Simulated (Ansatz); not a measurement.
Density of states of CdF₂ (Fm-3m, a = 5.444 Å, b = 5.444 Å, c = 5.444 Å, α = 90.00°, β = 90.00°, γ = 90.00°), in states per eV and primitive cell, averaged over bins of 0.3 eV. All numbers below come from DFT PBE+D3(BJ), scalar-relativistic, plane waves, PAW (Ansatz).

Plane waves to 420 eV, a k mesh through Γ of 8×8×8 on the computed 3-atom cell and Gaussian smearing (0.02 eV); no spin polarisation.

The cell is relaxed at this level. The states (both spins) are summed by tetrahedra on a 12×12×12 mesh at the self-consistent density. Energies are bin centres; the table starts no lower than −8 eV and ends at 6 eV, or lower where the solved bands end.

The gap is 2.99 eV at this level, with the zero inside it.

| E − E_F (eV) | total | F 2p | Cd 4d | Cd 5s | F 2s |
| --- | --- | --- | --- | --- | --- |
| -6.90 | 1.96 | 0.45 | 1.52 | 0.00 | 0.00 |
| -6.60 | 9.45 | 1.93 | 7.45 | 0.05 | 0.01 |
| -6.30 | 4.91 | 0.65 | 4.23 | 0.02 | 0.01 |
| -6.00 | 14.46 | 0.68 | 13.69 | 0.03 | 0.05 |
| -5.70 | 2.55 | 0.09 | 2.43 | 0.01 | 0.02 |
| -5.40 | 0.00 | 0.00 | 0.00 | 0.00 | 0.00 |
| -5.10 | 0.00 | 0.00 | 0.00 | 0.00 | 0.00 |
| -4.80 | 1.95 | 1.33 | 0.28 | 0.32 | 0.01 |
| -4.50 | 2.16 | 1.56 | 0.22 | 0.34 | 0.02 |
| -4.20 | 1.64 | 1.32 | 0.09 | 0.19 | 0.02 |
| -3.90 | 2.83 | 2.37 | 0.31 | 0.08 | 0.01 |
| -3.60 | 3.87 | 3.35 | 0.38 | 0.05 | 0.02 |
| -3.30 | 4.68 | 4.23 | 0.32 | 0.03 | 0.01 |
| -3.00 | 3.17 | 2.86 | 0.22 | 0.03 | 0.01 |
| -2.70 | 2.77 | 2.48 | 0.21 | 0.02 | 0.01 |
| -2.40 | 1.67 | 1.48 | 0.15 | 0.02 | 0.01 |
| -2.10 | 4.63 | 4.07 | 0.52 | 0.01 | 0.00 |
| -1.80 | 8.96 | 7.89 | 1.03 | 0.00 | 0.00 |
| -1.50 | 1.69 | 1.53 | 0.16 | 0.00 | 0.00 |
| -1.20 | 0.00 | 0.00 | 0.00 | 0.00 | 0.00 |
| -0.90 | 0.00 | 0.00 | 0.00 | 0.00 | 0.00 |
| -0.60 | 0.00 | 0.00 | 0.00 | 0.00 | 0.00 |
| -0.30 | 0.00 | 0.00 | 0.00 | 0.00 | 0.00 |
| 0.00 | 0.00 | 0.00 | 0.00 | 0.00 | 0.00 |
| 0.30 | 0.00 | 0.00 | 0.00 | 0.00 | 0.00 |
| 0.60 | 0.00 | 0.00 | 0.00 | 0.00 | 0.00 |
| 0.90 | 0.00 | 0.00 | 0.00 | 0.00 | 0.00 |
| 1.20 | 0.00 | 0.00 | 0.00 | 0.00 | 0.00 |
| 1.50 | 0.00 | 0.00 | 0.00 | 0.00 | 0.00 |
| 1.80 | 0.03 | 0.00 | 0.00 | 0.03 | 0.01 |
| 2.10 | 0.06 | 0.01 | 0.00 | 0.05 | 0.01 |
| 2.40 | 0.09 | 0.01 | 0.00 | 0.07 | 0.01 |
| 2.70 | 0.12 | 0.02 | 0.00 | 0.09 | 0.01 |
| 3.00 | 0.15 | 0.02 | 0.00 | 0.11 | 0.02 |
| 3.30 | 0.18 | 0.03 | 0.00 | 0.13 | 0.02 |
| 3.60 | 0.22 | 0.04 | 0.00 | 0.16 | 0.02 |
| 3.90 | 0.27 | 0.05 | 0.00 | 0.20 | 0.02 |
| 4.20 | 0.32 | 0.06 | 0.00 | 0.23 | 0.02 |
| 4.50 | 0.38 | 0.07 | 0.00 | 0.28 | 0.02 |
| 4.80 | 0.47 | 0.09 | 0.00 | 0.35 | 0.02 |
| 5.10 | 0.59 | 0.11 | 0.00 | 0.44 | 0.02 |
| 5.40 | 0.90 | 0.18 | 0.00 | 0.68 | 0.02 |
| 5.70 | 1.06 | 0.21 | 0.00 | 0.81 | 0.02 |

The columns after the total are the Löwdin projections on the occupied valence shells of the potentials. The rest of the total lies in shells that are empty in the free atom, which aren't projected, and between the atoms.

Cost: 1 run of about 0.3 core-minutes, on Arm Neoverse V2 (shared hosts).